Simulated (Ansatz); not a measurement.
Computed properties of LiH

```
Li H
1.0
     0.00000    2.14485    2.14485
     2.14485    0.00000    2.14485
     2.14485    2.14485    0.00000
Li H
1 1
Direct
  0.00000 0.00000 0.00000
  0.25000 0.25000 0.25000
```

Atoms are numbered in the order listed.

The cell was built from the zincblende type and relaxed in the same program, and has space group F-43m; it needn't be a known or the stable phase.

Levels of theory: DFT, PBE, all-electron LAPW, scalar-relativistic (Ansatz 0.2.0); DFT, PBE, PAW with Ansatz's default frozen-core files, scalar-relativistic (Ansatz 0.2.0).

For LAPW: a Γ-centred 13×13×13 k mesh, Fermi–Dirac smearing of 0.05 eV, basis error target 0.25 meV/atom, no spin polarisation. PAW takes a cutoff of 420 eV at this cell. The Ansatz runs share mesh, smearing and spin set-up. Values come from LAPW unless marked.

```yaml
Bader_charges_from_the_PAW_run: Li1 +0.85, H2 -0.85 e
Band_gap: 4.20 eV, indirect from W (-0.5, -0.25, 0.25) to L (0, 0, 0.5)
Pressure_at_this_cell: -0.05 GPa
Volume_per_atom: 9.87 Å³
```

(1) Löwdin charges (with 0.04 e of the cell spilling out of the atomic basis, so their sizes and signs hang on that basis): what does the calculation give?

(2) Predict this quantity. Smallest direct gap on the path.

Results:

(1) Li1 0.62, H2 -0.58 e.

(2) 5.26 eV.
